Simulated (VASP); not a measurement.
Calculation: optB88-vdW, VASP's PBE PAW potentials (set 64) (plane waves; VASP).

VASP input:

INCAR:
```
SYSTEM = ZnTe
PREC = Accurate
ENCUT = 520
EDIFF = 1E-7
NELM = 100
ALGO = Normal
LREAL = .FALSE.
LASPH = .TRUE.
ISMEAR = -5
GGA = BO
PARAM1 = 0.1833333333
PARAM2 = 0.22
LUSE_VDW = .TRUE.
AGGAC = 0.0
LMAXMIX = 4
LWAVE = .FALSE.
LCHARG = .TRUE.
LORBIT = 11
NEDOS = 601
ISIF = 2
```

File POSCAR:
```
ZnTe
1
    0.0000000000     3.0837758661     3.0837758661
    3.0837758661     0.0000000000     3.0837758661
    3.0837758661     3.0837758661     0.0000000000
Zn Te
1 1
Direct
  0.0000000000   0.0000000000   0.0000000000
  0.2500000000   0.2500000000   0.2500000000
```

KPOINTS:
```
Automatic
0
Gamma
 8 8 8
```

POTCAR, in this order: Zn Te (PBE.64 set). Program: vasp_std.

Output

File OSZICAR:
```
       N       E                     dE             d eps       ncg     rms          rms(c)
DAV:   1     0.828716186924E+02    0.82872E+02   -0.85107E+03   754   0.143E+03
DAV:   2     0.422815267901E+01   -0.78643E+02   -0.76121E+02   809   0.255E+02
DAV:   3    -0.152506914380E+00   -0.43807E+01   -0.43655E+01   949   0.606E+01
DAV:   4    -0.215429960516E+00   -0.62923E-01   -0.62911E-01   973   0.723E+00
DAV:   5    -0.216182625979E+00   -0.75267E-03   -0.75265E-03   945   0.590E-01    0.440E+00
DAV:   6    -0.597341107714E-01    0.15645E+00   -0.49840E-01  1053   0.183E+01    0.338E+00
DAV:   7    -0.489336787302E-01    0.10800E-01   -0.97444E-02   834   0.352E+00    0.127E+00
DAV:   8    -0.491901121752E-01   -0.25643E-03   -0.43157E-03  1027   0.698E-01    0.334E-01
DAV:   9    -0.492719976430E-01   -0.81885E-04   -0.93183E-04   784   0.288E-01    0.920E-02
DAV:  10    -0.493108385124E-01   -0.38841E-04   -0.11995E-04   900   0.790E-02    0.261E-02
DAV:  11    -0.493066535350E-01    0.41850E-05   -0.25114E-05   875   0.528E-02    0.145E-02
DAV:  12    -0.493074262590E-01   -0.77272E-06   -0.34567E-06   834   0.131E-02    0.152E-02
DAV:  13    -0.493071429767E-01    0.28328E-06   -0.39743E-07   784   0.695E-03    0.348E-03
DAV:  14    -0.493071725973E-01   -0.29621E-07   -0.30701E-08   462   0.134E-03
   1 F= -.49307173E-01 E0= -.49307173E-01  d E =0.000000E+00
```

### OUTCAR
```
------------------------ aborting loop because EDIFF is reached ----------------------------------------
  FORCE on cell =-STRESS in cart. coord.  units (eV):
  Direction    XX          YY          ZZ          XY          YZ          ZX
  --------------------------------------------------------------------------------------
  Total        0.0026658      0.0026658      0.0026658     -0.0000000     -0.0000000     -0.0000000
  in kB        0.0728215      0.0728215      0.0728215     -0.0000000     -0.0000000     -0.0000000
  external PRESSURE =       0.0728215 kB  Pullay stress =       0.0000000 kB
  volume of cell :       58.65
      direct lattice vectors                 reciprocal lattice vectors
     0.000000000  3.083775866  3.083775866    -0.162138891  0.162138891  0.162138891
     3.083775866  0.000000000  3.083775866     0.162138891 -0.162138891  0.162138891
     3.083775866  3.083775866  0.000000000     0.162138891  0.162138891 -0.162138891
 POSITION                                       TOTAL-FORCE (eV/Angst)
 -----------------------------------------------------------------------------------
      0.00000      0.00000      0.00000        -0.000000     -0.000000     -0.000000
      1.54189      1.54189      1.54189         0.000000      0.000000      0.000000
 -----------------------------------------------------------------------------------
    total drift:                                0.000001      0.000001      0.000001
  FREE ENERGIE OF THE ION-ELECTRON SYSTEM (eV)
  ---------------------------------------------------
  free  energy   TOTEN  =        -0.0493071726 eV

  energy  without entropy=       -0.0493071726  energy(sigma->0) =       -0.04930717

 total charge

# of ion       s       p       d       tot
------------------------------------------
    1        0.562   0.408   9.767  10.736
    2        1.353   2.059   0.025   3.437
--------------------------------------------------
tot          1.915   2.466   9.792  14.174
```
(Selected blocks of OUTCAR.)

OUTCAR:
```
 val. band max:        2.7557373337   @ k =   0.0000   0.0000   0.0000

 cond. band min:       3.7364239136   @ k =   0.0000   0.0000   0.0000


 Fermi energy:         2.7737703224

 k-point     1 :       0.0000    0.0000    0.0000
  band No.  band energies     occupation
      1      -8.8526      2.00000
      2      -4.1740      2.00000
      3      -4.1740      2.00000
      4      -4.1740      2.00000
      5      -3.9680      2.00000
      6      -3.9680      2.00000
      7       2.7557      2.00000
      8       2.7557      2.00000
      9       2.7557      2.00000
     10       3.7364      0.00000
     11       7.1927      0.00000
     12       7.1927      0.00000
     13       7.1927      0.00000

 k-point     2 :       0.1250    0.0000    0.0000
  band No.  band energies     occupation
      1      -8.7533      2.00000
      2      -4.1653      2.00000
      3      -4.1653      2.00000
      4      -4.1621      2.00000
      5      -3.9690      2.00000
      6      -3.9690      2.00000
      7       1.3956      2.00000
      8       2.6015      2.00000
      9       2.6015      2.00000
     10       4.6082      0.00000
     11       7.3197      0.00000
     12       7.4343      0.00000
     13       7.4343      0.00000

 k-point     3 :       0.2500    0.0000    0.0000
  band No.  band energies     occupation
      1      -8.4919      2.00000
      2      -4.1459      2.00000
      3      -4.1459      2.00000
      4      -4.1064      2.00000
      5      -3.9692      2.00000
      6      -3.9692      2.00000
      7      -0.2851      2.00000
      8       2.2835      2.00000
      9       2.2835      2.00000
     10       4.7405      0.00000
     11       7.8103      0.00000
     12       7.8103      0.00000
     13       8.5184      0.00000

 k-point     4 :       0.3750    0.0000    0.0000
  band No.  band energies     occupation
      1      -8.1916      2.00000
      2      -4.1299      2.00000
      3      -4.1299      2.00000
...
```

Unless said otherwise, spin-orbit coupling is left out, though it shifts the bands of the heavy elements here.

The compound is ZnTe in the zinc blende structure. It was relaxed first.
